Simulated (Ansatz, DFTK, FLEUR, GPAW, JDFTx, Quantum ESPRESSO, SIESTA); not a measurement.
One calculation of Al, 9 ways

```
CELL_PARAMETERS angstrom
0.00000 2.02481 2.02481
2.02481 0.00000 2.02481
2.02481 2.02481 0.00000
ATOMIC_POSITIONS crystal
Al 0.00000 0.00000 0.00000
```

Alike in all runs: task equation of state; functional LDA; k mesh 11 × 11 × 11; occupations fermi-dirac, width 0.05 eV; no spin polarisation; no spin-orbit coupling. LDA stands for any of its common fits.

| program and potentials | plane-wave cutoff (eV) | notes | equilibrium volume (Å³/atom) | bulk modulus (GPa) |
| --- | --- | --- | --- | --- |
| Ansatz, JTH PAW LDA | 570 | - | 15.81 | 85.9 |
| Ansatz, Ansatz PAW | 420 | potentials made for PBE, which Ansatz adapts in part | 15.83 | 85.4 |
| SIESTA, files PseudoDojo sr-lda-0.4.1-standard, DZP (energy shift 0.002 Ry; radii capped at 9.5 bohr) | - | atomic basis | 15.89 | 90.0 |
| JDFTx, PseudoDojo-SR-LDA-0.4.1-standard | 599 | - | 15.78 | 85.2 |
| FLEUR, all-electron, FLAPW | - | - | 15.82 | 85.4 |
| Quantum ESPRESSO, PseudoDojo 0.4.1 SR LDA standard | 599 | - | 15.77 | 85.2 |
| GPAW, the program's PAW data sets (release 1.2.1) made for this functional | 600 | - | 15.86 | 85.7 |
| Ansatz, all-electron LAPW, scalar-relativistic | - | - | 15.83 | 85.3 |
| DFTK, PseudoDojo SR LDA 0.4.1 stringent (LDA) | 599 | - | 15.77 | 85.2 |

The equilibrium volume spans 15.77 (DFTK, PseudoDojo SR LDA 0.4.1 stringent (LDA)) to 15.89 Å³/atom (SIESTA, files PseudoDojo sr-lda-0.4.1-standard, DZP (energy shift 0.002 Ry; radii capped at 9.5 bohr)), with all-electron results at 15.82 to 15.83. The bulk modulus spans 85.2 (JDFTx, PseudoDojo-SR-LDA-0.4.1-standard) to 90.0 GPa (SIESTA, files PseudoDojo sr-lda-0.4.1-standard, DZP (energy shift 0.002 Ry; radii capped at 9.5 bohr)), with all-electron results at 85.3 to 85.4. Rows in atomic bases carry the error of their basis and grid, which can be large. For a metal such a mesh isn't converged, which the comparison doesn't need.

Differences between rows come from potentials, basis sets and numerical settings, since the functional is the same but for its coding. Runs on potential files found faulty are left out.
